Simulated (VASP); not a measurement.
Runs of VASP 6.6.1 on Ca. The structure is cubic, space group Im-3m (No. 229). Conventional cell: a = 4.480 Å, b = 4.480 Å, c = 4.480 Å, α = 90.00°, β = 90.00°, γ = 90.00°. Ca (site symmetry m-3m) has 8 Ca at 3.88 Å as nearest neighbours. This isn't the form of Ca at room conditions, which is fcc.

```tsv
level	potentials or basis	gap on the mesh (eV)	pressure (GPa)	relaxed volume (Å³/atom)
PW91	VASP PAW PBE potentials, release 64 (Ca_sv)	none	0.0	41.88
rev-vdW-DF2	VASP PAW PBE potentials, release 64 (Ca_sv)	none	-0.1	(c)
vdW-DF-cx	VASP PAW PBE potentials, release 64 (Ca_sv)	none	0.0	40.99
revPBE	VASP PAW PBE potentials, release 64 (Ca_sv)	none	0.0	44.11
r2SCAN	VASP PAW PBE potentials, release 64 (Ca_sv)	none	0.0	(a)
BLYP	VASP PAW PBE potentials, release 64 (Ca_sv)	none	0.0	42.31
LDA	VASP PAW LDA potentials, release 64 (Ca_sv)	none	0.0	37.56
optB88-vdW	VASP PAW PBE potentials, release 64 (Ca_sv)	none	-0.1	(b)
```

Alike in all rows: task relaxation of cell and atoms; no spin polarisation; cell relaxed; k mesh 8 × 8 × 8; cutoff (eV) 600; smearing fermi-dirac 0.05 eV.

Task: Fill in the values left out.

Result: (a) 43.58; (b) 40.24; (c) 40.64.

Caveats: the PAW data sets were made with another functional, which shifts forces and pressure a little (some runs); the volume moved by over 15 % at a fixed basis, so the end points are rough (some runs).

A gap of «none» marks a metal or a gap under the smearing width.

Runs at the PBE level aren't shown here.
